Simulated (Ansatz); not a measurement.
**Cu under changes of volume**

One of the cells (11.810 Å³/atom); the others are scaled copies at fixed shape and fractional positions:

```xyz
1
Lattice="0.0000 1.8075 1.8075 1.8075 0.0000 1.8075 1.8075 1.8075 0.0000" Properties=species:S:1:pos:R:3 pbc="T T T"
Cu    0.0000    0.0000    0.0000
```

* Program: Ansatz 0.2.0
* Functional: PBE
* Potentials or basis: all-electron LAPW, scalar-relativistic
* Cutoff: 317 eV (chosen from the basis error)
* Basis error allowed: 0.0005 eV/atom
* k mesh: 10 × 10 × 10
* Occupations: gaussian, width 0.1 eV
* Spin: non-collinear spin, ferromagnetic start
* Starting moments: [[0.346, 0.346, 0.346]] μB
* Hubbard terms: Cu d U = 2 eV

| volume (Å³/atom) | energy over the lowest point (meV/atom) | pressure (GPa) |
| --- | --- | --- |
| 11.102 | 36.27 | 13.3 |
| 11.338 | 19.54 | 9.3 |
| 11.574 | 8.29 | 5.8 |
| 11.810 | ? | ? |
| 12.047 | 0.00 | -0.2 |
| 12.283 | 1.98 | -2.7 |
| 12.519 | 7.48 | -4.9 |

Problem. What does the run at 11.810 Å³/atom give?

Solution. Energy over the lowest point 1.95 meV/atom; pressure 2.6 GPa.

Worked out: A Birch-Murnaghan fit of order 3 (a polynomial in V^(-2/3)) to the other rows has its minimum at 12.04 Å³/atom with B0 = V·E''(V) = 136 GPa and B' = 4.7. It gives 1.95 meV/atom at 11.810 Å³/atom, against the run's 1.95, and -dE/dV = 2.8 GPa, against 2.6.

Energies are extrapolated to zero smearing.

Caveats: U is the effective U less J, on atomic orbitals that reach past the spheres; the k mesh is thin for a metal, which can move the energy by tens of meV per atom; the U is typed as a test and isn't derived for this compound; the starting moments weren't kept.
